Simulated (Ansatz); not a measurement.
## TiSi2 under pressure: fit and missing row

TiSi2, Cmcm, a = 3.548 Å, b = 13.561 Å, c = 3.579 Å. This isn't the usual stable structure of the compound. Ansatz: PBE, PAW, 420 eV, Γ-centred 10×10×10 mesh on 6 atoms, Gaussian smearing 0.10 eV; no spin polarisation. Cell and atoms are relaxed at each pressure, and no other structure is tried, so the rows at high pressure may lie past a change of phase.

| V (Å³/atom) | P (GPa) |
| --- | --- |
| ? | 90.00 |
| 11.302 | 50.01 |
| 12.407 | 24.99 |
| 13.242 | 11.99 |
| 13.927 | 4.00 |
| 14.238 | 1.00 |
| 14.349 | 0.00 |
| 14.465 | -1.00 |

**Question.** Take V0 = 14.349 Å³/atom, fit the third-order Birch–Murnaghan form to the other rows, and predict the missing volume.

**Answer.** With the Eulerian strain f = ½[(V0/V)^(2/3) − 1] and y = P/[3f(1 + 2f)^(5/2)], the form is the line y = B0 + 1.5 B0 (B0′ − 4) f. Rows (f, y): 0.08625, 129.8; 0.05090, 128.4; 0.02749, 127.2; 0.01005, 126.2; 0.00260, 126.6; -0.00268, 126.1. Means f = 0.02910, y = 127.38; Σ(Δf)² = 0.005819, ΣΔfΔy = 0.2447; the slope is their ratio. y = 126.2 + 42.04 f GPa, so B0 = 126.2 GPa and B0′ = 4 + 2 × (42.04)/(3 × 126.2) = 4.22. P = 90.00 GPa is met at f = 0.12862 (y = 131.61), so V = V0 (1 + 2f)^(−3/2) = 10.179 Å³/atom. The run gave 10.163 Å³/atom, so the fit is 0.016 Å³/atom too high, 0.37 % of the span of the series, against an rms of 0.0009 Å³/atom on the fitted rows. The row lies outside the fitted range. A fourth-order term fitted to the same rows gives P = 90.99 GPa at this row's volume (the line 90.71, the run 90.00), no gain. Also, this row ran on the mesh 12×12×12, its neighbour on 12×12×10, which can shift it a little.

The mesh isn't the same in all rows (10×10×10, 12×12×10, 12×12×12).